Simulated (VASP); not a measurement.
Cl under changes of volume

One of the cells (35.200 Å³/atom); the others are scaled copies at fixed shape and fractional positions:

```
Cl
1.0
     3.91956   -2.14996    0.00000
     3.91956    2.14996    0.00000
     0.00000    0.00000    8.35411
Cl
4
Direct
  0.38788 0.61212 0.39419
  0.11212 0.88788 0.89419
  0.61212 0.38788 0.60581
  0.88788 0.11212 0.10581
```

| Item | Value |
| --- | --- |
| Program | VASP 6.6.1 |
| Functional | PBE |
| Potentials or basis | VASP PAW PBE potentials, release 64 (Cl) |
| Cutoff | 520 eV |
| k mesh | 6 × 6 × 4 |
| Occupations | gaussian, width 0.02 eV |
| Spin | no spin polarisation |

```csv
volume (Å³/atom),energy over the lowest point (meV/atom),pressure (GPa),gap on the mesh (eV),largest force (eV/Å)
33.792,?,?,?,?
34.496,1.23,0.5,2.48,0.232
35.200,0.00,0.0,2.41,0.004
35.904,0.70,-0.4,2.34,0.217
36.608,3.14,-0.8,2.27,0.418
```

**Question.** What does the run at 33.792 Å³/atom give?

**Answer.** Energy over the lowest point 4.62 meV/atom; pressure 1.0 GPa; gap on the mesh 2.55 eV; largest force 0.482 eV/Å.

Worked out: A Birch-Murnaghan fit of order 2 (a polynomial in V^(-2/3)) to the other rows has its minimum at 35.29 Å³/atom with B0 = V·E''(V) = 22 GPa at fixed shape and positions, which overstates the stiffness. It gives 4.59 meV/atom at 33.792 Å³/atom, against the run's 4.62, and -dE/dV = 1.0 GPa, against 1.0. A straight line through the other rows of the gap, of slope -3.53 eV per unit of ln V (its deformation potential), extrapolates to 2.55 eV, against the run's 2.55.

Energies are extrapolated to zero smearing.

A mesh can miss the band edges.
